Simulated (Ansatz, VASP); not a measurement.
H in VASP and in Ansatz

File INCAR:

```
SYSTEM = H
PREC = Accurate
ENCUT = 520
EDIFF = 1E-8
ISMEAR = -1
SIGMA = 0.08
LREAL = .FALSE.
LASPH = .TRUE.
NELM = 100
ALGO = Normal
ISIF = 2
LWAVE = .FALSE.
LCHARG = .FALSE.
GGA = PE
LEFG = .TRUE.
NBANDS = 6
```

Contents of KPOINTS:

```
regular mesh
0
G
  16 16 16
  0 0 0
```

POSCAR

```
H
1.0
    1.4854400822      0.0000000000      0.0000000000
    0.0000000000      1.4854400822      0.0000000000
    0.0000000000      0.0000000000      1.4854400822
H
1
Direct
    0.0000000000      0.0000000000      0.0000000000
```

Input for Ansatz:

```yaml
crystal:
  lattice:
    - [1.4854400822, 0.0, 0.0]
    - [0.0, 1.4854400822, 0.0]
    - [0.0, 0.0, 1.4854400822]
  atoms:
    - { symbol: H, position: [0.0, 0.0, 0.0] }
kpoints:
  mp_grid: { grid: [16, 16, 16] }
scf:
  occupations: { method: fermi_dirac, width: 0.08 }
hamiltonian:
  xc: pbe
  pseudopotentials: { kind: paw }
output:
  forces: true
  stress: true
  eigenvalues: true
  efg: { contact_densities: true }
```

Change from the starting cell: volume scaled by 1.06, PAW files.

Alike in both runs: task electric field gradients; functional PBE; k mesh 16 × 16 × 16; occupations fermi-dirac, width 0.08 eV; no spin polarisation.

```csv
,VASP,Ansatz
version,VASP 6.6.1,Ansatz 0.2.0
potentials or method,"VASP PAW PBE potentials, release 64 (H)","PAW with Ansatz's default frozen-core files, scalar-relativistic"
plane-wave cutoff (eV),520,420
valence electrons in the cell,1,1
```

|  | VASP | Ansatz | Ansatz less VASP |
| --- | --- | --- | --- |
| pressure (GPa) | -5.8 | -5.4 | +0.44 |
| Vzz of the field gradient on the site that differs most (V/Å²) | 0.0 | 0.0 | 0.00 |
